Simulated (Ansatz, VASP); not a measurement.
# Na in VASP and in Ansatz

```
Na
1.0
    -2.11750    2.12809    2.11750
     2.11750   -2.12809    2.11750
     2.11750    2.12809   -2.11750
Na
1
Direct
  0.00000 0.00000 0.00000
```

Change from the starting cell: strain +0.0050 x Voigt [0, 1, 0, 0, 0, 0], atoms carried along.

Alike in both runs: task single point; functional LDA; k mesh 16 × 16 × 16; occupations gaussian, width 0.15 eV; no spin polarisation.

|  | VASP | Ansatz |
| --- | --- | --- |
| version | VASP 6.6.1 | Ansatz 0.2.0 |
| potentials or method | VASP PAW LDA potentials, release 64 (Na_pv) | scalar-relativistic, plane waves, PAW |
| plane-wave cutoff (eV) | 520 | 420 |
| valence electrons in the cell | 7 | 9 |

|  | VASP | Ansatz | Ansatz less VASP |
| --- | --- | --- | --- |
| gap on the k mesh at the Fermi level (eV) | none | none | - |
| pressure (GPa) | -1.0 | -1.0 | +0.02 |

A gap of «none» marks a metal or a gap that the smearing closes. The two sets of potentials don't hold the same shells in valence.
